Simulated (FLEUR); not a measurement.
ZnS:

```
Zn S
1.0
     0.00000    2.70200    2.70200
     2.70200    0.00000    2.70200
     2.70200    2.70200    0.00000
Zn S
1 1
Direct
  0.75000 0.75000 0.75000
  0.00000 0.00000 0.00000
```

Base run:

* Program: FLEUR MaX-R8.1 (later development tree)
* Functional: LDA
* Potentials or basis: all-electron
* Basis: FLAPW
* Kmax: 5.1 1/bohr
* k mesh: 9 × 9 × 9
* Occupations: fermi-dirac, width 0.05 eV
* Spin: no spin polarisation

Its results: band gap on the k mesh 1.86 eV, direct.

Problem. The run is repeated on the same cell with these changes: functional from LDA to RPBE. What comes out?

Solution. Band gap on the k mesh 2.48 eV, direct.

Not every run made on this cell is shown here.
